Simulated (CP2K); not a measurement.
**Mo in CP2K: the effect of functional**

The system is Mo.

```
Mo
1.0
     2.74324    0.00000    0.00000
    -0.91441    2.58635    0.00000
    -0.91441   -1.29317    2.23984
Mo
1
Direct
  0.00000 0.00000 0.00000
```

Alike in all runs:

- Program: CP2K 2026.2
- Task: single point
- Potentials or basis: POTENTIAL_UZH Mo GTH-PBE-q14; TZVP-MOLOPT-PBE-GTH basis
- Density cutoff: 9184 eV
- k mesh: 12 × 12 × 12
- Occupations: fermi-dirac, width 0.05 eV
- Spin: no spin polarisation

```csv
functional,pressure (GPa)
PBE,0.1
LDA,-10.7
PBEsol,-7.0
AM05,?
OLYP,-5.2
vdW-DF-cx,-5.8
TASK,-1.8
```

Task: What does the run with functional AM05 give?

Result: Pressure -8.1 GPa.

Caveats: the basis of atomic orbitals isn't converged, which shifts pressures, moduli and gaps; the potentials were made for another functional, which shifts forces and pressure (some runs).
